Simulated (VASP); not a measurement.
Calculation: PBE GGA, VASP's PBE PAW potentials (set 64) (plane waves; VASP 6.6.1). Each cell was relaxed at this level, without spin-orbit coupling.

### Question
Which of these comes out without a gap?
A) Si, Fd-3m (227)
B) CaSe, Fm-3m (225)
C) Cd, P6_3/mmc (194)
D) ZrO2, P2_1/c (14)

### Answer
C, Cd, P6_3/mmc (194). The others have gaps of 3.60 eV (ZrO2, P2_1/c (14)), 0.61 eV (Si, Fd-3m (227)), 2.08 eV (CaSe, Fm-3m (225)).
